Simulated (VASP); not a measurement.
# Mg: relaxation of cell and atoms with LDA

The system is Mg.

```
Mg
1.0
     3.20930    0.00000    0.00000
    -1.60465    2.77934    0.00000
     0.00000    0.00000    5.21030
Mg
2
Direct
  0.33333 0.66667 0.25000
  0.66667 0.33333 0.75000
```

* Program: VASP 6.6.1
* Task: relaxation of cell and atoms
* Functional: LDA
* Potentials or basis: VASP PAW LDA potentials, release 64 (Mg)
* Cutoff: 600 eV
* k mesh: 8 × 8 × 5
* Occupations: fermi-dirac, width 0.05 eV
* Spin: no spin polarisation
* Dipole correction: no
* Further INCAR settings: ALGO = Fast; EDIFF = 1e-06; IBRION = 2; EDIFFG = -0.03; NSW = 80; ISIF = 3

- Relaxed volume: 21.48 Å³/atom
- Relaxed cell: a = 3.123 Å, b = 3.123 Å, c = 5.086 Å, α = 90.00°, β = 90.00°, γ = 120.00°
- Space group after relaxing (to 0.05 Å): P6_3/mmc (No. 194)
- Energy gained by relaxing: 16.5 meV/atom
- Ionic steps: 3
- Pressure after relaxing: 0.0 GPa
- Band gap on the k mesh: none (metal or under the smearing width)

Step by step:
```
step  energy change (eV)  largest force (eV/Å)  pressure (GPa)  volume (Å³)
   1              0.0000                0.0000           -2.77        46.47
   2             -0.0306                0.0000           -0.82        43.82
   3             -0.0329                0.0000           -0.03        42.96
```

Final structure:
```
Mg
1.0
     3.12306    0.00000    0.00000
    -1.56153    2.70465    0.00000
     0.00000    0.00000    5.08558
Mg
2
Cartesian
  0.0000 1.8031 1.2714
  1.5615 0.9016 3.8142
```

Levels at points of the mesh, in eV from the Fermi level:
```tsv
k point	band 1	band 2	band 3	band 4	band 5
(0.00, 0.00, 0.00)	-7.21	-1.77	-1.29	11.32	11.32
(0.50, 0.00, 0.00)	-2.22	-2.19	2.75	3.09	3.41
```

Wall time 12 s on 1 thread of Intel(R) Xeon(R) Platinum 8488C (Sapphire Rapids), on a shared host, peak memory 0.16 GiB.

LDA usually gives volumes a few per cent too small. Zero-point motion and thermal expansion aren't in these numbers.
